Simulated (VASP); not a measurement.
A run of VASP 6.6.1 is set up as follows.

File INCAR:

```
SYSTEM = AlN
  PREC = Accurate
  ENCUT = 520
  EDIFF = 1E-7
  ISMEAR = 0
  SIGMA = 0.05
  LREAL = .FALSE.
  LASPH = .TRUE.
  NELM = 80
  ALGO = Fast
  ISIF = 2
  LWAVE = .FALSE.
  LCHARG = .FALSE.
  IBRION = 2
  NSW = 60
  EDIFFG = -0.01
```

File KPOINTS:

```
Automatic mesh
0
G
  9 9 6
  0 0 0
```

POSCAR

```
AlN
1.0
    3.1005690000      0.0000000000      0.0000000000
   -1.5502845000      2.6851715202      0.0000000000
    0.0000000000      0.0000000000      4.9388550000
Al N
2 2
Direct
    0.3333333333      0.6666666667      0.0000000000
    0.6666666667      0.3333333333      0.5000000000
    0.3333333333      0.6666666667      0.3819500000
    0.6666666667      0.3333333333      0.8819500000
```

Potentials or basis: VASP PAW LDA potentials, release 64 (Al, N).

Run with:

```bash
$ cat potpaw_LDA.64/Al/POTCAR potpaw_LDA.64/N/POTCAR > POTCAR
$ mpirun -np 1 vasp_std > vasp.out
```

Question: Estimate the band gap on the k mesh.

Answer: 4.34 eV, direct.

Question: Estimate the energy gained by relaxing.

Answer: 0.1 meV/atom.

The path:
| step | energy change (eV) | largest force (eV/Å) | pressure (GPa) |
| --- | --- | --- | --- |
| 1 | 0.0000 | 0.0593 | -0.84 |
| 2 | -0.0002 | 0.0160 | -0.86 |
| 3 | -0.0003 | 0.0001 | -0.85 |

Caveat: an odd mesh through Γ misses points on the zone boundary, where band edges often lie.

The gap isn't set beside the measured one, since this odd mesh misses points on the zone boundary.
